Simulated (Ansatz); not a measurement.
# TaN: the cost of one run

Computed with Ansatz 0.2.0 (DFT PBEsol, scalar-relativistic, plane waves, PAW, unless a step's input says otherwise).

7 further runs of the same task are left out: 1 for a known fault of the program, 2 that didn't finish, 4 set aside as unsound or not needed.

## 1. The system as given

The structure is cubic, space group Fm-3m (No. 225). The conventional cell has a = 4.376 Å, b = 4.376 Å, c = 4.376 Å, α = 90.00°, β = 90.00°, γ = 90.00°. Ta (site symmetry m-3m) has 6 N at 2.19 Å as nearest neighbours. N (site symmetry m-3m) is surrounded by 6 Ta at 2.19 Å.

Structure file:

```cif
data_structure
_symmetry_space_group_name_H-M 'Fm-3m'
_symmetry_Int_Tables_number 225
_cell_length_a 4.3757
_cell_length_b 4.3757
_cell_length_c 4.3757
_cell_angle_alpha 90.000
_cell_angle_beta 90.000
_cell_angle_gamma 90.000
_cell_volume 83.78
loop_
_atom_site_label
_atom_site_type_symbol
_atom_site_symmetry_multiplicity
_atom_site_Wyckoff_symbol
_atom_site_fract_x
_atom_site_fract_y
_atom_site_fract_z
_atom_site_occupancy
Ta1 Ta 4 b 0.00000 0.50000 0.00000 1
N1 N 4 a 0.00000 0.00000 0.00000 1
```

The unstrained cell was computed beforehand with the same settings: E(σ→0) = -20374.1145 eV for 4 atoms, gap none (metal).

## 2. Strain -1.5 %

input.yaml

```yaml
crystal:
  lattice:
    - [2.1550270346, 2.1550270346, 0.0]
    - [-2.1550270346, 2.1550270346, 0.0]
    - [0.0, 0.0, 4.4150706151]
  atoms:
    - { symbol: Ta, position: [0.5, 0.5, 0.0] }
    - { symbol: Ta, position: [0.0, 0.0, 0.5] }
    - { symbol: "N", position: [0.0, 0.0, 0.0] }
    - { symbol: "N", position: [0.5, 0.5, 0.5] }
basis:
  ecutwfc: 420
kpoints:
  mp_grid: { grid: [16, 16, 12] }
hamiltonian:
  xc: pbesol
scf:
  occupations: { method: gaussian, width: 0.1 }
output:
  forces: true
  stress: true
  eigenvalues: true
relax:
  adjacent_minimum: "off"
  f_tol: 0.008
  max_steps: 40
  cell: { stress_tol: 0.015, fix: [a, b, gamma] }
```

Launch:

```bash
ansatz run input.yaml --threads 1 --pin off --max-ram 2560MiB --backend cpu --events-out ev --progress --plain --runs-dir out
```

Q: Estimate wall time and peak memory on 1 thread of AMD EPYC 9R45 (Zen 5), shared host.

About 31 s, with a peak of 0.6 GiB.
